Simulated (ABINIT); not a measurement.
Crystal: Ca.

```
Ca
1.0
     0.00000    2.79420    2.79420
     2.79420    0.00000    2.79420
     2.79420    2.79420    0.00000
Ca
1
Direct
  0.00000 0.00000 0.00000
```

* Program: ABINIT 10.8.3 (patched build)
* Task: relaxation of cell and atoms
* Functional: PBEsol
* Potentials or basis: PseudoDojo NC SR PBEsol v0.4 stringent
* Cutoff: 925 eV
* k mesh: 6 × 6 × 6
* Occupations: fermi-dirac, width 0.05 eV
* Spin: no spin polarisation

At the start: pressure -1.2 GPa; volume 43.63 Å³/atom.

Q: How do energy, volume and symmetry change on relaxing?

A: Over 5 steps the energy falls by 13.2 meV/atom and the volume is 40.36 Å³/atom (-7.5 %); space group Fm-3m (No. 225, to 0.05 Å).

Step by step:
| step | energy change (eV) | largest force (eV/Å) | pressure (GPa) | volume (Å³) |
| --- | --- | --- | --- | --- |
| 1 | 0.0000 | 0.0000 | -1.22 | 43.63 |
| 2 | -0.0012 | 0.0000 | -1.17 | 43.47 |
| 3 | -0.0131 | 0.0000 | 0.11 | 40.11 |
| 4 | -0.0132 | 0.0000 | -0.01 | 40.38 |
| 5 | -0.0132 | 0.0000 | 0.00 | 40.36 |

Final structure:
```
Ca
1.0
     0.00000    2.72259    2.72259
     2.72259    0.00000    2.72259
     2.72259    2.72259    0.00000
Ca
1
Direct
  0.00000 0.00000 0.00000
```
